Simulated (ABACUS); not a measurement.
Crystal: Al.

```xyz
1
Lattice="0.0000 2.0248 2.0248 2.0248 0.0000 2.0248 2.0248 2.0248 0.0000" Properties=species:S:1:pos:R:3 pbc="T T T"
Al    0.0000    0.0000    0.0000
```

Base run:

| Property | Result |
| --- | --- |
| Program | ABACUS 3.10.1 |
| Functional | HLE16 |
| Potentials or basis | PseudoDojo NC SR 0.5 PBE stringent |
| Cutoff | 558 eV |
| Density cutoff | 2231 eV |
| Basis | plane waves |
| k mesh | 9 × 9 × 9 |
| Occupations | fermi-dirac, width 0.05 eV |
| Spin | no spin polarisation |

Its results: band gap on the k mesh none (metal or under the smearing width); pressure -24.7 GPa.

Problem. After a change of settings the same cell gave: band gap on the k mesh none (metal or under the smearing width); pressure -3.5 GPa. Which change was it?
A. functional from HLE16 to BLYP; potentials or basis from PseudoDojo NC SR 0.5 PBE stringent to PseudoDojo NC SR 0.4.1 PBE standard
B. functional from HLE16 to LDA; potentials or basis from PseudoDojo NC SR 0.5 PBE stringent to GBRV ultrasoft 1.5 LDA; cutoff from 558 eV to 544 eV; density cutoff from 2231 eV to 4354 eV
C. functional from HLE16 to PW91; potentials or basis from PseudoDojo NC SR 0.5 PBE stringent to PseudoDojo NC SR 0.4.1 PBE standard

Solution. B.

Caveats: the potentials were made for a functional far from this one (some runs); so large a pressure means that the cell lies far from this level's equilibrium, or that cutoff or potentials fall short (some runs); the potentials were made for another functional, which shifts forces and pressure (some runs).
